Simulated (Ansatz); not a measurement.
# AlN: the cost of one run

Program: Ansatz 0.2.0. Level of theory: DFT LDA, scalar-relativistic, plane waves, PAW. These are calculated values, not measurements.

37 further runs of the same task are left out: 37 set aside as unsound or not needed.

### Step 1. The structure to begin with

The structure is hexagonal, space group P6_3mc (No. 186). Conventional cell: a = 3.089 Å, b = 3.089 Å, c = 4.944 Å, α = 90.00°, β = 90.00°, γ = 120.00°. Al (site symmetry 3m) is surrounded by 4 N at 1.88 to 1.89 Å. N (site symmetry 3m) has 4 Al at 1.88 to 1.89 Å as nearest neighbours.

As a file:

```
CELL_PARAMETERS angstrom
3.08874 0.00000 0.00000
-1.54437 2.67493 0.00000
0.00000 0.00000 4.94377
ATOMIC_POSITIONS crystal
Al 0.33333 0.66667 0.00152
Al 0.66667 0.33333 0.50152
N 0.33333 0.66667 0.38348
N 0.66667 0.33333 0.88348
```

It is the result of an earlier relaxation at this level (volume 10.21 Å³/atom; gap on the mesh: 4.42 eV).

### Step 2. Plan of the line

The energy is mapped over a normal mode and a strain (zone-centre modes of the cell shown) (x along [1 0 0], y along [1 2 0], z along [0 0 1] of the conventional cell).

The axes are (1) amplitude of mode 5 (240 cm⁻¹), largest displacement in the unstrained cell: 11 values from −0.086 Å; (2) equal normal strain along x, y and z: 7 values from −2.50 %.

Nothing else is relaxed (the pattern is fixed in fractional coordinates). Energies count from the relaxed high-symmetry cell. Points are written as (first, second).

The modes come from a phonon run on the reference cell, made beforehand.

The patterns, per unit of each coordinate (Å):

```csv
atom,x1,y1,z1
Al1,0.000,1.000,0.000
Al2,0.000,-1.000,0.000
N3,0.000,-0.892,0.000
N4,0.000,0.892,0.000
```

### Step 3. Point (−0.086 Å, −2.50 %)

Contents of input.yaml:

```yaml
crystal:
  lattice:
    - [3.0115238416, 0.0, 0.0]
    - [-1.5057619208, 2.6080561509, 0.0]
    - [0.0, 0.0, 4.8201746025]
  atoms:
    - { symbol: Al, position: [0.3172581426, 0.6345162853, 0.0015212672] }
    - { symbol: Al, position: [0.6827418574, 0.3654837147, 0.5015212672] }
    - { symbol: "N", position: [0.3476777443, 0.6953554887, 0.3834787328] }
    - { symbol: "N", position: [0.6523222557, 0.3046445113, 0.8834787328] }
basis:
  ecutwfc: 520.0
kpoints:
  mp_grid: { grid: [9, 9, 6] }
hamiltonian:
  xc: lda
scf:
  occupations: { method: gaussian, width: 0.05 }
output:
  forces: true
  stress: true
  eigenvalues: true
```

The run is started by

```console
ansatz run input.yaml --threads 1 --pin off --max-ram 2048MiB --backend cpu --events-out ev --progress --plain --runs-dir out
```

**Question.** How long does this run take on 1 thread of Intel Xeon 6975P-C (Granite Rapids), shared host, and how much memory does it need?

About 2.4 s, with a peak of 0.38 GiB.
